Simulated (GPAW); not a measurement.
Crystal: PbSe (Clausthalite).

```
Pb Se
1.0
     0.00000    3.06065    3.06065
     3.06065    0.00000    3.06065
     3.06065    3.06065    0.00000
Pb Se
1 1
Direct
  0.00000 0.00000 0.00000
  0.50000 0.50000 0.50000
```

Base run:

| Item | Value |
| --- | --- |
| Program | GPAW 26.7.0 |
| Functional | optB88-vdW |
| Potentials or basis | GPAW PAW data sets (gpaw-data 1.2.1) |
| Cutoff | 600 eV |
| Basis | pw |
| k mesh | 6 × 6 × 6 |
| Occupations | fermi-dirac, width 0.05 eV |
| Spin | spin-orbit coupling, no magnetisation |

Its results: band gap on the k mesh 0.40 eV, direct.

The run is repeated on the same cell with these changes: functional from optB88-vdW to vdW-DF; band points from 100 to 80. What comes out?

Band gap on the k mesh 0.31 eV, direct.

Caveats: spin-orbit coupling was added after a scalar SCF, so levels and gaps hold it while energy, forces, pressure and moments don't; this program's spin-orbit splittings come out too wide for heavy elements.

A k mesh can miss the band edges.

Not every run made on this cell is shown here.
